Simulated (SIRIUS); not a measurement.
Crystal: CuO.

```xyz
2
Lattice="0.0000 2.1166 2.1166 2.1166 0.0000 2.1166 2.1166 2.1166 0.0000" Properties=species:S:1:pos:R:3 pbc="T T T"
Cu    1.9814    1.9843    0.1219
O     2.2518    2.2488    1.9946
```

The cell comes from a database or a generator and needn't be the stable form of this composition.

The cell isn't the ideal one: atom 2 moved 0.45 Å.

```yaml
Program: SIRIUS 7.12.0
Task: relaxation of cell and atoms
Functional: PBE
Dispersion: D3(BJ)
Potentials_or_basis: PseudoDojo 0.4.1 PBE standard (scalar relativistic)
Cutoff: 1254 eV
Density_cutoff: 5016 eV
k_mesh: 5 × 5 × 5
Occupations: fermi-dirac, width 0.05 eV
Spin: no spin polarisation
```

At the start: pressure 13.3 GPa; volume 9.48 Å³/atom.

Q: How do energy, volume and symmetry change on relaxing?

A: Over 15 steps the energy falls by 217.0 meV/atom and the volume is 9.26 Å³/atom (-2.3 %); space group Fm-3m (No. 225, to 0.05 Å).

Step by step:
```tsv
step	energy change (eV)	largest force (eV/Å)	pressure (GPa)	volume (Å³)
1	0.0000	0.9000	13.30	18.96
2	-0.0480	0.8900	8.08	19.29
3	-0.1875	0.8675	-9.72	20.53
4	-0.2290	0.5646	-14.98	20.87
5	-0.2931	0.3488	-15.36	20.61
6	-0.3704	0.6955	-2.37	18.91
7	-0.4167	0.0859	-5.42	19.07
8	-0.4274	0.0725	-1.79	18.67
9	-0.4293	0.0398	0.35	18.46
10	-0.4297	0.0271	0.54	18.45
11	-0.4323	0.0503	1.10	18.40
12	-0.4334	0.0688	0.67	18.44
13	-0.4338	0.0610	0.06	18.50
14	-0.4339	0.0445	-0.18	18.52
15	-0.4340	0.0173	-0.25	18.53
```

Final structure:
```
CELL_PARAMETERS angstrom
-0.00016 2.09956 2.10210
2.10006 -0.00019 2.10212
2.09895 2.09845 0.00088
ATOMIC_POSITIONS crystal
Cu 0.99998 0.99968 0.99982
O 0.50002 0.50032 0.50018
```

Caveat: the k mesh is coarse (spacing up to 0.51 Å⁻¹), so the values aren't converged; an odd number of electrons without spin polarisation forces a metal; a magnetic or distorted state may lie lower; the run has no spin polarisation, though such a crystal can be magnetic; pairwise dispersion overbinds metals, which lowers pressure and volume.
